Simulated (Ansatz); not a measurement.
# GaAs: the cost of one run

Program: Ansatz 0.2.0. Level of theory: DFT PBEsol, scalar-relativistic, plane waves, PAW. These are calculated values, not measurements.

3 further runs of the same task are left out: 3 set aside as unsound or not needed. Runs told in other sessions of the task aren't counted.

## Step 1: The structure to begin with

The cell holds 32 atoms (As16Ga15Sr): a = 9.800 Å, b = 9.800 Å, c = 9.800 Å, α = 109.47°, β = 109.47°, γ = 109.47°.

The coordinates of this cell stand in the input of its own run.

The host was relaxed before at PBEsol: a = 5.658 Å, b = 5.658 Å, c = 5.658 Å, α = 90.00°, β = 90.00°, γ = 90.00° (conventional cell), 22.639 Å³/atom.

Places, in fractions of the supercell: Sr in place of Ga at (0.250, 0.500, 0.250). The start keeps the symmetry of the ideal site.

## Step 2: Band edges of the host over the zone

Input file input.yaml:

```yaml
crystal:
  lattice:
    - [0.0, 2.8289295164, 2.8289295164]
    - [2.8289295164, 0.0, 2.8289295164]
    - [2.8289295164, 2.8289295164, 0.0]
  atoms:
    - { symbol: Ga, position: [0.0, 0.0, 0.0] }
    - { symbol: As, position: [0.25, 0.25, 0.25] }
basis:
  ecutwfc: 420
  xc_grid: 2
kpoints:
  mp_grid: { grid: [10, 10, 10] }
  band_path: { path: [VBM, CBM], npoints: 2 }
hamiltonian:
  xc: pbesol
scf:
  occupations: { method: gaussian, width: 0.02 }
output:
  forces: true
  stress: true
  eigenvalues: true
```

On the command line:

```sh
> ansatz run input.yaml --threads 8 --pin off --max-ram 16384MiB --backend cpu --events-out ev --progress --plain --runs-dir out
```

**Question.** How long does this run take on 8 threads of Arm Neoverse V1, shared host, and how much memory does it need?

About 1.2 s, with a peak of 0.34 GiB.
